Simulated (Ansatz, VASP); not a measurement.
# LiH: VASP beside Ansatz

The input INCAR:

```
SYSTEM = LiH
ALGO = Normal ; EDIFF = 1E-7
EDIFFG = -0.04 ; ENCUT = 600
GGA = PE ; IBRION = 2
ISIF = 3 ; ISMEAR = 0
LASPH = .TRUE. ; LCHARG = .FALSE.
LREAL = .FALSE. ; LWAVE = .FALSE.
NELM = 100 ; NSW = 90
PREC = Accurate ; SIGMA = 0.1
```

File KPOINTS:

```
k-points
0
G
  6 6 6
  0 0 0
```

Contents of POSCAR:

```
LiH
1.0
    2.5892677400      0.0000000000      0.0000000000
    0.0000000000      2.5892677400      0.0000000000
    0.0000000000      0.0000000000      2.9172417500
Li H
1 1
Direct
    0.0000000000      0.0000000000      0.0000000000
    0.5000000000      0.5000000000      0.5000000000
```

Input for Ansatz:

```yaml
crystal:
  lattice:
    - [2.58926774, 0.0, 0.0]
    - [0.0, 2.58926774, 0.0]
    - [0.0, 0.0, 2.91724175]
  atoms:
    - { symbol: Li, position: [0.0, 0.0, 0.0] }
    - { symbol: H, position: [0.5, 0.5, 0.5] }
basis:
  ecutwfc: 420
kpoints:
  mp_grid: { grid: [6, 6, 6] }
hamiltonian:
  xc: pbe
scf:
  occupations: { method: gaussian, width: 0.1 }
  lower_state_search: "off"
output:
  forces: true
  stress: true
  eigenvalues: true
relax:
  adjacent_minimum: "off"
  f_tol: 0.04
  max_steps: 70
  cell: { stress_tol: 0.4 }
```

Change from the starting cell: species swapped into the NbRu type (P4/mmm, No. 123).

Alike in both runs: task relaxation of cell and atoms; functional PBE; k mesh 6 × 6 × 6; occupations gaussian, width 0.1 eV; no spin polarisation.

|  | VASP | Ansatz |
| --- | --- | --- |
| version | VASP 6.6.1 | Ansatz 0.2.0 |
| potentials or method | VASP PAW PBE potentials, release 64 (Li_sv, H) | scalar-relativistic, plane waves, PAW |
| plane-wave cutoff (eV) | 600 | 420 |
| valence electrons in the cell | 4 | 4 |

```csv
,VASP,Ansatz,Ansatz less VASP
"gap on the k mesh at the Fermi level, each at its own relaxed structure (eV)",0.70,0.70,0.000
relaxed volume (Å³/atom),7.93,7.95,+0.023
relaxed cell length with the largest relative difference (Å),2.506,2.515,+0.0084
energy change over the relaxation (meV/atom),-83,-81,+2.1
```

Caveats: the cutoff is under 1.25 times the usual one of these potentials, so pressure, stress and relaxed cells hold a basis-set (Pulay) error (VASP); the volume moved by over 15 % at a fixed basis, so the end points are rough (VASP). A k mesh can miss the band edges.
